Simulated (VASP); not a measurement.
# Si (a cell with a defect) in VASP: notebook

One crystal, Si (a cell with a defect), is run at these levels: PBE; tasks: single point.

All numbers are computed with VASP 6.6.1; they aren't measurements. Logs are shortened: lines on timing, memory, paths and dates and some standing lists are left out, and cuts for length are marked.

## Step 1: The structure

The cell holds a defect, 17 atoms: a = 7.679 Å, b = 7.679 Å, c = 7.679 Å, α = 60.00°, β = 60.00°, γ = 60.00°.

The cell was built by a generator and needn't be a form met in nature.

## Step 2: Single point, PBE

INCAR

```
PREC     = Accurate       # precision mode
ENCUT    = 520            # plane-wave cutoff, eV
EDIFF    = 1E-6           # SCF threshold, eV
ISMEAR   = 0              # smearing method
SIGMA    = 0.02           # smearing width, eV
LREAL    = Auto         
LASPH    = T              # aspherical terms in the spheres
NELM     = 80             # most SCF steps
ALGO     = Fast           # electronic algorithm
ISIF     = 2              # what is computed and relaxed
LWAVE    = F              # write WAVECAR
LCHARG   = F              # write CHGCAR
GGA      = PE             # functional
NBANDS   = 48             # bands
```

KPOINTS

```
Automatic mesh
0
Gamma
  2 2 2
```

POSCAR

```
Si
1.0
    0.0000000000      5.4300000000      5.4300000000
    5.4300000000      0.0000000000      5.4300000000
    5.4300000000      5.4300000000      0.0000000000
Si
17
Direct
   -0.0083070902     -0.0025146409     -0.0041389503
    0.0642327808      0.1457303867      0.1441025783
   -0.0082754144     -0.0025179558      0.5131330571
    0.1379291897      0.1096181400      0.6253310313
   -0.0082995396      0.5147593923     -0.0041260589
    0.1379255064      0.6269593923      0.1079794659
    0.0654875691      0.4786512891      0.4770179558
    0.1379111418      0.6269407919      0.6253396869
    0.4438359116      0.0192268877      0.0176093923
    0.6199905157      0.1151868324      0.1135903315
    0.5096639963     -0.0267634438      0.5076984346
    0.6200185083      0.1151732044      0.6495188766
    0.5096693370      0.5092997238     -0.0283695212
    0.6199973297      0.6511354512      0.1135803867
    0.5096468692      0.5092989871      0.5077010129
    0.6858825046      0.6052046041      0.6035917127
    0.5645779926      0.3123127993      0.3107041436
```

Potentials or basis: VASP PAW PBE potentials, release 64 (Si).

Started as:

```sh
$ cat potpaw_PBE.64/Si/POTCAR > POTCAR
$ mpirun -np 1 vasp_std > vasp.out
```

OUTCAR:

```text
PREC = Accurate
   ENCUT = 520
   EDIFF = 1E-6
   ISMEAR = 0
   LREAL = Auto
   LASPH = T
   NELM = 80
   ISIF = 2
   GGA = PE

 ion  position               nearest neighbor table
   1  0.992  0.997  0.996-   6 2.33   4 2.33  10 2.33   2 2.34
   2  0.064  0.146  0.144-   1 2.34   5 2.34   3 2.34   9 2.38  17 3.13
   3  0.992  0.997  0.513-   4 2.33   8 2.33  12 2.33   2 2.34
   4  0.138  0.110  0.625-   1 2.33   3 2.33  11 2.33   7 2.34
   5  0.992  0.515  0.996-   6 2.33   8 2.33  14 2.33   2 2.34
   6  0.138  0.627  0.108-   1 2.33   5 2.33  13 2.33   7 2.34
   7  0.065  0.479  0.477-   4 2.34   8 2.34   6 2.34  16 2.38  17 3.13
   8  0.138  0.627  0.625-   5 2.33   3 2.33  15 2.33   7 2.34
   9  0.444  0.019  0.018-  14 2.34  12 2.34  10 2.34   2 2.38
  10  0.620  0.115  0.114-   1 2.33   9 2.34  17 2.40  11 2.48  13 2.48
  11  0.510  0.973  0.508-   4 2.33  16 2.33  17 2.40  10 2.48  12 2.48
  12  0.620  0.115  0.650-   3 2.33   9 2.34  17 2.40  11 2.48  15 2.48
  13  0.510  0.509  0.972-   6 2.33  16 2.33  17 2.40  10 2.48  14 2.48
  14  0.620  0.651  0.114-   5 2.33   9 2.34  17 2.40  13 2.48  15 2.48
  15  0.510  0.509  0.508-   8 2.33  16 2.33  17 2.40  14 2.48  12 2.48
  16  0.686  0.605  0.604-  11 2.33  15 2.33  13 2.33   7 2.38
  17  0.565  0.312  0.311-  15 2.40  14 2.40  10 2.40  12 2.40  13 2.40  11 2.40   7 3.13   2 3.13

  LATTYP: Found a face centered cubic cell.
 ALAT       =    10.8600000000

  Lattice vectors:

 A1 = (   0.0000000000,   5.4300000000,   5.4300000000)
 A2 = (   5.4300000000,   0.0000000000,   5.4300000000)
 A3 = (   5.4300000000,   5.4300000000,   0.0000000000)

Analysis of symmetry for initial positions (statically):
=====================================================================
 Subroutine PRICEL returns:
 Original cell was already a primitive cell.

 Routine SETGRP: Setting up the symmetry group for a
 face centered cubic supercell.

 Subroutine GETGRP returns: Found  1 space group operations
 (whereof  1 operations were pure point group operations)
 out of a pool of 48 trial point group operations.

The static configuration has the point symmetry C_1 .

Analysis of symmetry for dynamics (positions and initial velocities):
=====================================================================
 Subroutine PRICEL returns:
 Original cell was already a primitive cell.

 Routine SETGRP: Setting up the symmetry group for a
 face centered cubic supercell.

 Subroutine GETGRP returns: Found  1 space group operations
 (whereof  1 operations were pure point group operations)
 out of a pool of 48 trial point group operations.

The dynamic configuration has the point symmetry C_1 .

 Subroutine INISYM returns: Found  1 space group operations
 (whereof  1 operations are pure point group operations),
 and found     1 'primitive' translations

----------------------------------------------------------------------------------------

                                     Primitive cell

  volume of cell :     320.2060

  direct lattice vectors                    reciprocal lattice vectors
     0.000000000  5.430000000  5.430000000    -0.092081031  0.092081031  0.092081031
     5.430000000  0.000000000  5.430000000     0.092081031 -0.092081031  0.092081031
     5.430000000  5.430000000  0.000000000     0.092081031  0.092081031 -0.092081031

  length of vectors
     7.679179644  7.679179644  7.679179644     0.159489025  0.159489025  0.159489025

  position of ions in fractional coordinates (direct lattice)
     0.991692910  0.997485359  0.995861050
     0.064232781  0.145730387  0.144102578
     0.991724586  0.997482044  0.513133057
     0.137929190  0.109618140  0.625331031
     0.991700460  0.514759392  0.995873941
     0.137925506  0.626959392  0.107979466
[... 9 lines left out ...]
     0.685882505  0.605204604  0.603591713
     0.564577993  0.312312799  0.310704144

  ion indices of the primitive-cell ions
   primitive index   ion index
                 1           1
                 2           2
                 3           3
                 4           4
                 5           5
                 6           6
[... 9 lines left out ...]
                16          16
                17          17

----------------------------------------------------------------------------------------

 KPOINTS: Automatic mesh

Automatic generation of k-mesh.
 Grid dimensions read from file:
 generate k-points for:    2    2    2

 Generating k-lattice:

  Cartesian coordinates                     Fractional coordinates (reciprocal lattice)
    -0.046040516  0.046040516  0.046040516     0.500000000  0.000000000  0.000000000
     0.046040516 -0.046040516  0.046040516     0.000000000  0.500000000  0.000000000
     0.046040516  0.046040516 -0.046040516     0.000000000  0.000000000  0.500000000

  Length of vectors
     0.079744512  0.079744512  0.079744512

  Shift w.r.t. Gamma in fractional coordinates (k-lattice)
     0.000000000  0.000000000  0.000000000

 Subroutine IBZKPT returns following result:
 ===========================================

 Found      8 irreducible k-points:

 Following reciprocal coordinates:
            Coordinates               Weight
  0.000000  0.000000  0.000000      1.000000
  0.500000  0.000000  0.000000      1.000000
  0.000000  0.500000  0.000000      1.000000
  0.000000  0.000000  0.500000      1.000000
  0.500000  0.500000  0.500000      1.000000
  0.500000  0.500000  0.000000      1.000000
  0.000000  0.500000  0.500000      1.000000
  0.500000  0.000000  0.500000      1.000000
   k-points           NKPTS =      8   k-points in BZ     NKDIM =      8   number of bands    NBANDS=     48
   number of dos      NEDOS =    301   number of ions     NIONS =     17
   total plane-waves  NPLWV = 216000
   dimension x,y,z NGX =    60 NGY =   60 NGZ =   60
   dimension x,y,z NGXF=   120 NGYF=  120 NGZF=  120
   ions per type =              17
   NGX,Y,Z   is equivalent  to a cutoff of  12.99, 12.99, 12.99 a.u.
   NGXF,Y,Z  is equivalent  to a cutoff of  25.98, 25.98, 25.98 a.u.
 SYSTEM =  unknown system
   PREC   = accura    normal or accurate (medium, high low for compatibility)
   ISTART =      0    job   : 0-new  1-cont  2-samecut
   ICHARG =      2    charge: 1-file 2-atom 10-const
   ISPIN  =      1    spin polarized calculation?
   LNONCOLLINEAR =      F non collinear calculations
   LSORBIT =      F    spin-orbit coupling
   LASPH  =      T    aspherical Exc in radial PAW
   ENCUT  =  520.0 eV  38.22 Ry    6.18 a.u.  14.28 14.28 14.28*2*pi/ulx,y,z
   NELM   =     80;   NELMIN=  2; NELMDL= -5     # of ELM steps
   EDIFF  = 0.1E-05   stopping-criterion for ELM
   LREAL  =      T    real-space projection
   EDIFFG = 0.1E-04   stopping-criterion for IOM
   NSW    =      0    number of steps for IOM
[... 5 lines left out ...]
   TEBEG  =    0.0;   TEEND  =   0.0 temperature during run
   PSTRESS=    0.0 pullay stress
   NELECT =      68.0000    total number of electrons
   NUPDOWN=      -1.0000    fix difference up-down
   EMIN   =  10.00;   EMAX   =-10.00  energy-range for DOS
   EFERMI =   0.00;   METHOD = LEGACY
   ISMEAR =     0;   SIGMA  =   0.02  broadening in eV -4-tet -1-fermi 0-gaus
   EFERMI_NEDOS =   21; number of points for ismear=-14 and -15
   IALGO  =     68    algorithm
   IMIX   =      4    mixing-type and parameters
     AMIX     =   0.40;   BMIX     =  1.00
     AMIX_MAG =   1.60;   BMIX_MAG =  1.00
  volume/ion in A,a.u.               =      18.84       127.11
  Fermi-wavevector in a.u.,A,eV,Ry     =   0.976715  1.845724 12.979587  0.953973
  Thomas-Fermi vector in A             =   2.107356
   LORBIT       =      0    0 simple, 1 ext, 2 COOP (PROOUT), +10 PAW based schemes
   GGA     = PE    functional components
   LHFCALC =     F    Hartree Fock is set to
   AEXX    =    0.0000 exact exchange contribution
   IVDW    =     0    specifies the selected vdW correction
   LEPSILON=     F    determine dielectric tensor
   LRPA    =     F    only Hartree local field effects (RPA)
 non-spin polarized calculation
 RMM-DIIS sequential band-by-band and
 Gauss-broadening in eV      SIGMA  =   0.02
  energy-cutoff  :      520.00
  volume of cell :      320.21
 maximum number of plane-waves:      8646
 NGX is ok and might be reduce to    60
   NGX = 29   NGY = 29   NGZ = 29

 number of electron      68.0000000 magnetization

 Free energy of the ion-electron system (eV)
  ---------------------------------------------------
  ext. energy  EPLUGINS =         0.00000000
  ---------------------------------------------------
  free energy    TOTEN  =       -87.68276636 eV

  energy without entropy =      -87.68273236  energy(sigma->0) =      -87.68274936

 E-fermi :   6.6911     XC(G=0):  -9.6936

 val. band max:        6.6489447090   @ k =   0.5000   0.0000   0.0000
 cond. band min:       6.7361494241   @ k =   0.0000   0.0000   0.0000
 fundamental gap:      0.0872047151
 Fermi energy:         6.6911220920

 k-point     1 :       0.0000    0.0000    0.0000
  band No.  band energies     occupation
      1      -6.2108      2.00000
      2      -3.8642      2.00000
      3      -3.6333      2.00000
      4      -3.6332      2.00000
      5      -3.3608      2.00000
      6      -2.5155      2.00000
[... 38 lines left out ...]
     45       8.7301      0.00000
     46       8.8407      0.00000

 k-point     2 :       0.5000    0.0000    0.0000
  band No.  band energies     occupation
      1      -5.8120      2.00000
      2      -4.8615      2.00000
      3      -3.4068      2.00000
      4      -3.4067      2.00000
      5      -3.3306      2.00000
      6      -2.9797      2.00000
[... 38 lines left out ...]
     45       9.8171      0.00000
     46      10.1422      0.00000

 k-point     3 :       0.0000    0.5000    0.0000
  band No.  band energies     occupation
      1      -5.7312      2.00000
      2      -4.9992      2.00000
      3      -3.5672      2.00000
      4      -3.4423      2.00000
      5      -3.1831      2.00000
      6      -3.0130      2.00000
[... 234 lines left out ...]
     45      10.3826      0.00000
     46      10.4249      0.00000

 k-point     8 :       0.5000    0.0000    0.5000
  band No.  band energies     occupation
      1      -5.6026      2.00000
      2      -4.6936      2.00000
      3      -4.0711      2.00000
      4      -3.8804      2.00000
      5      -3.7846      2.00000
      6      -3.5900      2.00000
[... 38 lines left out ...]
     45      10.3818      0.00000
     46      10.4239      0.00000
 [bands above 46 left out]

------------------------ aborting loop because EDIFF is reached ----------------------------------------

  FORCE on cell =-STRESS in cart. coord.  units (eV):
  Direction    XX          YY          ZZ          XY          YZ          ZX
  --------------------------------------------------------------------------------------
  -------------------------------------------------------------------------------------
  Total        9.1121895      9.1133426      9.1102270      0.8108237     -0.8109075      0.8106990
  in kB       45.5935955     45.5993648     45.5837759      4.0570236     -4.0574429      4.0563998
  external PRESSURE =      45.5922454 kB  Pullay stress =       0.0000000 kB

 VOLUME and BASIS-vectors are now :
 -----------------------------------------------------------------------------
  energy-cutoff  :      520.00
  volume of cell :      320.21
      direct lattice vectors                 reciprocal lattice vectors
     0.000000000  5.430000000  5.430000000    -0.092081031  0.092081031  0.092081031
     5.430000000  0.000000000  5.430000000     0.092081031 -0.092081031  0.092081031
     5.430000000  5.430000000  0.000000000     0.092081031  0.092081031 -0.092081031

 POSITION                                       TOTAL-FORCE (eV/Angst)
 -----------------------------------------------------------------------------------
     10.82387     10.79242     10.80124        -0.003054      0.000708      0.000600
      1.57379      1.13126      1.14010        -0.001035      0.001699      0.002391
      8.20264      8.17138     10.80139        -0.000491      0.003533      0.000790
      3.99077      4.14450      1.34418        -0.000932     -0.000206     -0.001083
      8.20274     10.79253      8.18008        -0.000547      0.000460      0.003230
      3.99072      1.33526      4.15332        -0.000903      0.000066      0.000757
[... 9 lines left out ...]
      6.56376      7.00184      7.01060         0.003853     -0.003339     -0.003783
      3.38298      4.75278      4.76152        -0.000547     -0.000091      0.000179
 -----------------------------------------------------------------------------------
    total drift:                               -0.003456     -0.004874      0.001583

  FREE ENERGIE OF THE ION-ELECTRON SYSTEM (eV)
  ---------------------------------------------------
  free  energy   TOTEN  =       -87.6827663631 eV

  energy  without entropy=      -87.6827323592  energy(sigma->0) =      -87.68274936
```

Run time: 7.8 min. Hardware: 1 thread of AMD EPYC, shared host; peak memory 0.43 GiB.

What came out:

```
Free energy            : -87.6828 eV
Pressure               : 4.6 GPa
Largest force          : 0.008 eV/Å
Band gap on the k mesh : 0.09 eV, indirect (least direct gap 0.47 eV)
```

Forces in eV/Å, atoms in the order of the input:
```
Si  -0.003  0.001  0.001
Si  -0.001  0.002  0.002
Si   0.000  0.004  0.001
Si  -0.001  0.000 -0.001
Si  -0.001  0.000  0.003
Si  -0.001  0.000  0.001
Si   0.002  0.001 -0.001
Si   0.001  0.000  0.001
Si  -0.004  0.005  0.004
Si   0.005  0.000  0.001
Si   0.005 -0.004  0.005
Si   0.000 -0.006  0.000
Si   0.002  0.003 -0.003
Si  -0.002  0.001 -0.005
Si  -0.005 -0.003 -0.005
Si   0.004 -0.003 -0.004
Si  -0.001  0.000  0.000
```

Levels at points of the mesh, in eV from the valence-band top:
| k point | band 32 | band 33 | band 34 | band 35 | band 36 | band 37 |
| --- | --- | --- | --- | --- | --- | --- |
| (0.00, 0.00, 0.00) | -0.57 | -0.57 | -0.39 | 0.09 | 0.09 | 0.41 |
| (0.50, 0.00, 0.00) | -1.15 | -1.15 | 0.00 | 0.53 | 0.53 | 1.36 |
| (0.00, 0.50, 0.00) | -1.24 | -0.72 | -0.22 | 0.39 | 0.74 | 1.06 |
| (0.00, 0.00, 0.50) | -1.24 | -0.72 | -0.22 | 0.39 | 0.74 | 1.06 |
| (0.50, 0.50, 0.50) | -1.24 | -0.72 | -0.22 | 0.39 | 0.74 | 1.06 |
| (0.50, 0.50, 0.00) | -1.59 | -0.30 | -0.16 | 0.60 | 1.58 | 1.60 |
| (0.00, 0.50, 0.50) | -1.59 | -0.30 | -0.16 | 0.60 | 1.58 | 1.60 |
| (0.50, 0.00, 0.50) | -1.59 | -0.30 | -0.16 | 0.60 | 1.58 | 1.60 |

Caveat: the k mesh is coarse (spacing up to 0.50 Å⁻¹), so the values aren't converged.

(Continued in part 2 of 2.)
